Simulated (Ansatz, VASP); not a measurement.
**Rh in VASP and in Ansatz**

```
Rh
1.0
     2.76692    0.00000    0.00000
    -1.38346    2.39622    0.00000
     0.00000    0.00000    4.48677
Rh
2
Cartesian
  1.3835 0.7987 3.3651
  0.0000 1.5975 1.1217
```

This isn't the form of Rh at room conditions, which is fcc.

Alike in both runs: task single point; functional PBEsol; k mesh 12 × 12 × 7; occupations fermi-dirac, width 0.1 eV; no spin polarisation.

|  | VASP | Ansatz |
| --- | --- | --- |
| version | VASP 6.6.1 | Ansatz 0.2.0 |
| potentials or method | VASP PAW PBE potentials, release 64 (Rh_pv) | plane waves, PAW |
| plane-wave cutoff (eV) | 520 | 500 |
| valence electrons in the cell | 30 | 34 |

```tsv
	VASP	Ansatz	Ansatz less VASP
pressure (GPa)	-21.0	-21.0	+0.02
largest component of the traceless stress (GPa)	1.04	1.04	0.000
```

The two sets of potentials don't hold the same shells in valence.

Caveats: so large a pressure means that the cell lies far from this level's equilibrium, or that cutoff or potentials fall short (VASP); the potentials were made for another functional, which shifts forces and pressure (VASP).
